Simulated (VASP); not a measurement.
# GaN: how numerical settings change the zone-centre modes, part 3 of 3

How far do the zone-centre frequencies of GaN depend on the numerical settings? The starting structure is a measured crystal structure from the Crystallography Open Database.

VASP 6.6.1.

Results so far: reference B1 (2) 697.8 cm⁻¹; a 6×6×4 mesh B1 (2) 697.8 cm⁻¹; a cutoff of 400 eV B1 (2) 693.5 cm⁻¹.

## (5) Modes with a 14×14×8 mesh

Level of this step: LDA; plane waves and PAW (Ga_d, N) (VASP).

Against step 2 the input has a 14×14×8 mesh.

Contents of INCAR:

```
SYSTEM = GaN
PREC = Accurate
ENCUT = 520
EDIFF = 1E-08
NELM = 100
ISMEAR = 0
SIGMA = 0.03
LREAL = .FALSE.
ALGO = Normal
GGA = CA
NBANDS = 24
LORBIT = 11
LWAVE = .FALSE.
LCHARG = .FALSE.
KPAR = 8
IBRION = 8
LEPSILON = .TRUE.
LPEAD = .TRUE.
ISIF = 2
```

Contents of POSCAR:

```
GaN
1.0
    3.1576066445      0.0000000000      0.0000000000
   -1.5788033222      2.7345675693      0.0000000000
    0.0000000000      0.0000000000      5.1476666732
Ga N
2 2
Direct
    0.3333333333      0.6666666667      0.0917883034
    0.6666666667      0.3333333333      0.5917883034
    0.3333333333      0.6666666667      0.4682116966
    0.6666666667      0.3333333333      0.9682116966
```

Contents of KPOINTS:

```
Automatic mesh
0
Gamma
14 14 8
0 0 0
```

PAW data sets: Ga_d and N (LDA family, release 64).

Command:

```
> mpirun -np 8 vasp_std
```

Log:

```text
[... set-up lines as in an earlier step ...]
 entering main loop
       N       E                     dE             d eps       ncg     rms          rms(c)
DAV:   1     0.270003185898E+03    0.27000E+03   -0.18237E+04  6216   0.281E+03
DAV:   2    -0.262924020386E+00   -0.27027E+03   -0.25848E+03  6456   0.514E+02
DAV:   3    -0.311938117642E+02   -0.30931E+02   -0.30690E+02  6968   0.141E+02
DAV:   4    -0.320431892282E+02   -0.84938E+00   -0.84818E+00  7000   0.260E+01
[...]
DAV:  17    -0.279108443495E+02    0.19205E-05   -0.36732E-06  9992   0.205E-02    0.794E-03
DAV:  18    -0.279108441575E+02    0.19201E-06   -0.10849E-06  9048   0.860E-03    0.136E-03
DAV:  19    -0.279108441637E+02   -0.62255E-08   -0.65647E-08  5760   0.182E-03
   1 F= -.27910844E+02 E0= -.27910844E+02  d E =-.179114E-24
 Linear response reoptimize wavefunctions to high precision
DAV:   1    -0.279108441628E+02    0.86038E-09   -0.20203E-08  7360   0.160E-03
DAV:   2    -0.279108441634E+02   -0.58299E-09   -0.59333E-09  4424   0.491E-04
[...]
RMM:  12    -0.230077024322E+00   -0.38542E-08   -0.26494E-09 76206   0.113E-05    0.450E-07
 first order change of Fermi-energy   0.78211E-02
 force on displaced ion       3 direction 1 : -14.180   0.001   0.000
 Born effective charge ion    3 direction 1 :  -2.581   0.000  -0.000
 Linear response progress:
  Degree of freedom:   4/  4
       N       E                     dE             d eps       ncg     rms          rms(c)
RMM:   1    -0.249860342316E+00   -0.24986E+00    0.14728E-01 20920   0.342E+00
RMM:   2    -0.242951292791E+00    0.69090E-02   -0.15701E-02 13563   0.114E+00    0.142E-01
RMM:   3    -0.243605583178E+00   -0.65429E-03   -0.29971E-03 14412   0.414E-01    0.667E-02
RMM:   4    -0.244498344430E+00   -0.89276E-03   -0.60898E-04 15520   0.174E-01    0.185E-02
[...]
RMM:  13    -0.244672597243E+00    0.60572E-07   -0.24419E-08 15524   0.136E-05    0.600E-07
RMM:  14    -0.244672644627E+00   -0.47384E-07    0.48915E-09 15346   0.610E-06    0.195E-07
RMM:  15    -0.244672681541E+00   -0.36914E-07   -0.10085E-09 11642   0.308E-06    0.701E-08
 first order change of Fermi-energy  -0.73551E+00
 force on displaced ion       3 direction 3 :  -0.000   0.000 -18.733
 Born effective charge ion    3 direction 3 :   0.000  -0.000  -2.716
 Born effective charges drift removed
 Linear response finished
```

The job ended after 15 min (8 MPI ranks of AMD EPYC 7R43, shared host; peak memory 14 GiB).

OUTCAR, selected parts (step 5):

```text
  Total       -0.0002991     -0.0002991      0.0019018     -0.0000000      0.0000000      0.0000000
  in kB       -0.0107814     -0.0107814      0.0685526     -0.0000000      0.0000000      0.0000000
  external PRESSURE =       0.0156633 kB  Pullay stress =       0.0000000 kB

 POSITION                                       TOTAL-FORCE (eV/Angst)
 -----------------------------------------------------------------------------------
     -0.00000      1.82305      0.47250        -0.000000     -0.000000      0.000580
      1.57880      0.91152      3.04633         0.000000     -0.000000      0.000580
     -0.00000      1.82305      2.41020        -0.000000      0.000000     -0.000580
      1.57880      0.91152      4.98403        -0.000000     -0.000000     -0.000580
 -----------------------------------------------------------------------------------
    total drift:                               -0.000000     -0.000000     -0.001005

 MACROSCOPIC STATIC DIELECTRIC TENSOR (including local field effects in DFT)
 ------------------------------------------------------
           5.587337     0.000000     0.000000
           0.000000     5.587337     0.000000
          -0.000000     0.000000     5.756956
 ------------------------------------------------------

 MACROSCOPIC STATIC DIELECTRIC TENSOR IONIC CONTRIBUTION
 ------------------------------------------------------
           4.012779     0.000000     0.000000
           0.000000     4.012779     0.000000
           0.000000     0.000000     4.824182
 ------------------------------------------------------

[... 1 part as in an earlier step ...]

[... 1 further part left out ...]
```

With a 14×14×8 mesh the modes are at the top B1 (2) 697.7, E2 (2) 570.3 cm⁻¹, at the bottom B1 (1) 337.0, E2 (1) 140.0 cm⁻¹, with 2 more of the listed ones between; the largest shift is -0.2 cm⁻¹, in B1 (1), from the reference.

## (6) Modes with finite displacements

Against step 2 the input has IBRION = 6, NFREE = 2, POTIM = 0.015, no LEPSILON and no LPEAD (also changed: NSW).

INCAR: that of step 5 with these lines changed.

```diff
@@ -15,5 +15,6 @@
 KPAR = 8
-IBRION = 8
-LEPSILON = .TRUE.
-LPEAD = .TRUE.
+IBRION = 6
+NFREE = 2
+POTIM = 0.015
+NSW = 1
 ISIF = 2
```

POSCAR is that of step 5.

Contents of KPOINTS:

```
Automatic mesh
0
Gamma
12 12 6
0 0 0
```

Command:

```
> mpirun -np 8 vasp_std
```

Log:

```text
[... set-up lines as in an earlier step ...]
 entering main loop
       N       E                     dE             d eps       ncg     rms          rms(c)
[... 21 cycles as in an earlier step ...]
   1 F= -.27910824E+02 E0= -.27910824E+02  d E =-.279100E-17
[... from here on, the cycles between the ionic steps are left out ...]
   2 F= -.27909252E+02 E0= -.27909252E+02  d E =-.102548E-14
   3 F= -.27909252E+02 E0= -.27909252E+02  d E =-.718662E-17
   4 F= -.27908445E+02 E0= -.27908445E+02  d E =-.133579E-15
   5 F= -.27908513E+02 E0= -.27908513E+02  d E =-.426471E-17
   6 F= -.27909229E+02 E0= -.27909229E+02  d E =-.240946E-18
   7 F= -.27909229E+02 E0= -.27909229E+02  d E =-.238956E-18
   8 F= -.27908743E+02 E0= -.27908743E+02  d E =-.140844E-17
   9 F= -.27908692E+02 E0= -.27908692E+02  d E =-.189231E-15
 Finite differences progress:
  Degree of freedom:   4/  4
  Displacement:        2/  2
  Total:               8/  8
```

Wall time 5.5 min (8 MPI ranks); peak memory 5.3 GiB; 43 min of CPU time.

Parts of OUTCAR (step 6):

```text
  Total       -0.0854977     -0.0854977      0.1720367     -0.0000000      0.0000000     -0.0000000
  in kB       -3.0818228     -3.0818228      6.2011844     -0.0000000      0.0000000     -0.0000000
  external PRESSURE =       0.0125129 kB  Pullay stress =       0.0000000 kB

 POSITION                                       TOTAL-FORCE (eV/Angst)
 -----------------------------------------------------------------------------------
     -0.00000      1.82305      0.47250        -0.000000     -0.000000     -0.116041
      1.57880      0.91152      3.04633        -0.000000     -0.000000     -0.077405
     -0.00000      1.82305      2.39520         0.000000     -0.000000      0.287978
      1.57880      0.91152      4.98403         0.000000      0.000000     -0.094532
 -----------------------------------------------------------------------------------
    total drift:                               -0.000000     -0.000000     -0.000919

  FREE ENERGIE OF THE ION-ELECTRON SYSTEM (eV)
  ---------------------------------------------------
  free  energy   TOTEN  =       -27.9086915863 eV

  energy  without entropy=      -27.9086915863  energy(sigma->0) =      -27.90869159

[... 2 parts as in an earlier step ...]

[... 1 further part left out ...]
[key lines of the parts left out:]
E-fermi :   5.5394
```

The last energy, forces and stress in OUTCAR belong to the last displaced cell, not to that of POSCAR.

With finite displacements the modes are at the top B1 (2) 697.3, E2 (2) 570.1 cm⁻¹, at the bottom B1 (1) 336.2, E2 (1) 139.6 cm⁻¹, with 2 more of the listed ones between; the largest shift is -1.0 cm⁻¹, in B1 (1), from the reference.

## (7) All runs side by side

```tsv
run	B1 (2)	E2 (2)	E1	A1	B1 (1)	E2 (1)	method	core minutes
reference	697.8	570.3	561.4	539.0	337.2	140.0	perturbation theory	76.7
a 6×6×4 mesh	697.8	570.3	561.6	538.9	337.8	140.1	perturbation theory	20.8
a cutoff of 400 eV	693.5	568.6	560.8	538.2	336.7	139.4	perturbation theory	74.7
a 14×14×8 mesh	697.7	570.3	561.3	539.0	337.0	140.0	perturbation theory	117.0
finite displacements	697.3	570.1	561.1	539.1	336.2	139.6	finite displacements	44.0
```

Modes are in cm⁻¹, degenerate ones as one, matched between runs by symmetry and order. A number in brackets counts the listed modes of one symmetry from the lowest. The symmetry labels come from an automatic analysis and can be wrong where levels nearly coincide. Core minutes are wall time times ranks of the run shown, on a shared host.

## (8) Results

```
B1 (2), reference            : 697.8 cm⁻¹
E2 (1), reference            : 140.0 cm⁻¹
B1 (2), a 6×6×4 mesh         : 697.8 cm⁻¹
E2 (1), a 6×6×4 mesh         : 140.1 cm⁻¹
B1 (2), a cutoff of 400 eV   : 693.5 cm⁻¹
E2 (1), a cutoff of 400 eV   : 139.4 cm⁻¹
B1 (2), a 14×14×8 mesh       : 697.7 cm⁻¹
E2 (1), a 14×14×8 mesh       : 140.0 cm⁻¹
B1 (2), finite displacements : 697.3 cm⁻¹
E2 (1), finite displacements : 139.6 cm⁻¹
```

The largest change comes with a cutoff of 400 eV: -4.3 cm⁻¹ in B1 (2). On finer settings the modes change by up to -0.2 cm⁻¹ in B1 (1) with a 14×14×8 mesh. Other changes move the modes by more: +0.6 cm⁻¹ in B1 (1) with a 6×6×4 mesh, -4.3 cm⁻¹ in B1 (2) with a cutoff of 400 eV and -1.0 cm⁻¹ in B1 (1) with finite displacements. The dielectric constants and Born charges in the logs aren't compared here; at a small gap they can be far off, and in a run without a gap they mean nothing. The frequencies are harmonic, and the splitting of polar modes by their long-range field is left out. Further runs on this material are not shown.

[Lines on the potential files, build, host, timing and source positions are cut from VASP's logs without a mark.]

[Logs are printed without paths, hosts, clocks, repeated set-up lines and the standing remarks that a program may print on its own settings, such as how far it seeks lower states.]

[Hosts, paths, dates, database ids (printed as entryN), source tags and the programs' standing remarks are cut or masked in the printed files.]
